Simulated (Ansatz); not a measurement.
# CaSe: pressure against volume

CaSe, Fm-3m, a = 5.959 Å. Ansatz: PBE, PAW, 420 eV, Γ-centred 8×8×8 mesh on 2 atoms, Gaussian smearing 0.02 eV; no spin polarisation. Symmetry fixes shape and atoms, so the cell is only scaled; pressure is positive in compression.

```tsv
V (Å³/atom)	P (GPa)
23.273	?
24.066	5.46
24.860	3.34
25.653	1.54
26.447	-0.01
27.240	-1.34
28.034	-2.48
29.091	-3.76
```

Problem. Take V0 = 26.447 Å³/atom, count pressures from its P0 = -0.01 GPa, fit the third-order Birch–Murnaghan form to the other rows, and predict the missing pressure.

Solution. With the Eulerian strain f = ½[(V0/V)^(2/3) − 1] and y = (P − P0)/[3f(1 + 2f)^(5/2)], the form is the line y = B0 + 1.5 B0 (B0′ − 4) f. Rows (f, y): 0.03246, 48.0; 0.02106, 47.8; 0.01026, 47.9; -0.00975, 47.8; -0.01905, 47.6; -0.03077, 47.6. Means f = 0.0007017, y = 47.783; Σ(Δf)² = 0.003004, ΣΔfΔy = 0.01755; the slope is their ratio. y = 47.78 + 5.842 f GPa, so B0 = 47.8 GPa and B0′ = 4 + 2 × (5.842)/(3 × 47.78) = 4.08. At V = 23.273, f = 0.04449, y = 48.04 and P = 7.92 GPa. The run gave 7.93 GPa, so the fit is 0.01 GPa too low, a small miss on the scale of the series.